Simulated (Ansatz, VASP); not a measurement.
**One calculation of Be, two programs**

INCAR

```
SYSTEM = Be
PREC     = Accurate       ! precision mode
ENCUT    = 520            ! plane-wave cutoff, eV
EDIFF    = 1E-8           ! SCF threshold, eV
ISMEAR   = -1             ! smearing method
SIGMA    = 0.03           ! smearing width, eV
LREAL    = .FALSE.        ! projectors in reciprocal space
LASPH    = .TRUE.         ! aspherical terms in the spheres
NELM     = 100            ! most SCF steps
ALGO     = Normal         ! electronic algorithm
ISIF     = 2              ! what is computed and relaxed
LWAVE    = .FALSE.        ! write WAVECAR
LCHARG   = .FALSE.        ! write CHGCAR
GGA      = PE             ! functional
LEFG     = .TRUE.       
NBANDS   = 7              ! bands
```

Contents of KPOINTS:

```
regular mesh
0
G
  23 23 23
  0 0 0
```

The input POSCAR:

```
Be
1.0
   -1.2776981900      1.2776981900      1.2776981900
    1.2776981900     -1.2776981900      1.2776981900
    1.2776981900      1.2776981900     -1.2776981900
Be
1
Direct
    0.0000000000      0.0000000000      0.0000000000
```

Input for Ansatz:

```yaml
crystal:
  lattice:
    - [-1.27769819, 1.27769819, 1.27769819]
    - [1.27769819, -1.27769819, 1.27769819]
    - [1.27769819, 1.27769819, -1.27769819]
  atoms:
    - { symbol: Be, position: [0.0, 0.0, 0.0] }
kpoints:
  mp_grid: { grid: [23, 23, 23] }
scf:
  occupations: { method: fermi_dirac, width: 0.03 }
hamiltonian:
  xc: pbe
  pseudopotentials: { kind: paw }
output:
  forces: true
  stress: true
  eigenvalues: true
  efg: { contact_densities: true }
basis:
  ecutwfc: "450 eV"
```

This isn't the form of Be at room conditions, which is hcp.

Alike in both runs: task electric field gradients; functional PBE; k mesh 23 × 23 × 23; occupations fermi-dirac, width 0.03 eV; no spin polarisation.

```csv
,VASP,Ansatz
version,VASP 6.6.1,Ansatz 0.2.0
potentials or method,"VASP PAW PBE potentials, release 64 (Be)","PAW with Ansatz's default frozen-core files, scalar-relativistic"
plane-wave cutoff (eV),520,450
valence electrons in the cell,2,2
```

Ansatz gave:

```
gap on the k mesh at the Fermi level (eV) : none
pressure (GPa)                            : -7.3
```

What did VASP give for the same quantities?

gap on the k mesh at the Fermi level (eV): none; pressure (GPa): -7.2.

A gap of «none» marks a metal or a gap that the smearing closes. The functional is the same, so the differences come from potentials, cutoffs and numerics.
